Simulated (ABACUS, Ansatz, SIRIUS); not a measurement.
# PBE equilibrium volume of 9 crystals in 3 set-ups

The same calculation (PBE, Γ-centred k mesh with a spacing near 0.25 Å⁻¹, Fermi-Dirac smearing of 0.05 eV, no spin-orbit coupling) was run on each cell with:

- A: SIRIUS, all-electron FP-LAPW
- B: Ansatz, Ansatz PAW (earlier soft set), cutoff 420 eV
- C: ABACUS, PseudoDojo NC SR 0.4.1 PBE standard, cutoffs 993 to 1211 eV

Volumes are energy minima over scaled cells at fixed shape and fractions. Not every cell is the stable form of its formula. Spin polarisation and spin-orbit coupling are off unless named.

```csv
crystal,A (Å³/atom),B (Å³/atom),C (Å³/atom)
"Be (P6_3/mmc, 2 atoms)",7.913,7.913,7.972
MgO (Fm-3m),9.615,9.625,9.617
"WC (P-6m2, 2 atoms)",10.528,10.524,10.529
BP (F-43m),11.760,11.761,11.754
NaF (Fm-3m),12.966,12.986,12.977
RuAl (Pm-3m),13.536,13.548,13.549
"MoSi2 (I4/mmm, 3 atoms)",13.557,13.559,13.565
"SnO (P4/nmm, 4 atoms)",18.452,18.466,18.573
"Y (P6_3/mmc, 2 atoms)",32.900,32.910,32.927
```

Against the all-electron result, the mean absolute deviation is B 0.06, C 0.20 %. The largest single deviation is +0.75 %, for Be in C. The figures use the values as printed. The all-electron reference has errors of its own basis, so a deviation may be partly its. Meshes of this size aren't converged for metals, which the comparison doesn't need. The functional is the same throughout, so these differences measure potentials, basis sets and numerical settings.

The larger mean deviation of C comes almost entirely from Be and SnO, both of which it expands; for the other seven crystals it stays close to the all-electron volumes, and for MgO, WC and NaF it is closer than B. Since B reproduces A well for both outliers, the discrepancy probably lies in C's potentials or settings rather than in the reference.

Mechanical softness amplifies a small error in pressure into a larger one in volume, which may contribute in layered SnO, but it can't be the general explanation: Be is fairly stiff, while the much softer Y agrees well. The good result for MgO makes the oxygen potential a less likely culprit in SnO and suggests the description of Sn, whose filled d shell and lone pair make demands on the potential. For Be, the treatment of the compact 1s shell is a plausible source.

Agreement at fixed shape says little about the interlayer spacing of SnO, which depends on weak forces that PBE describes poorly.
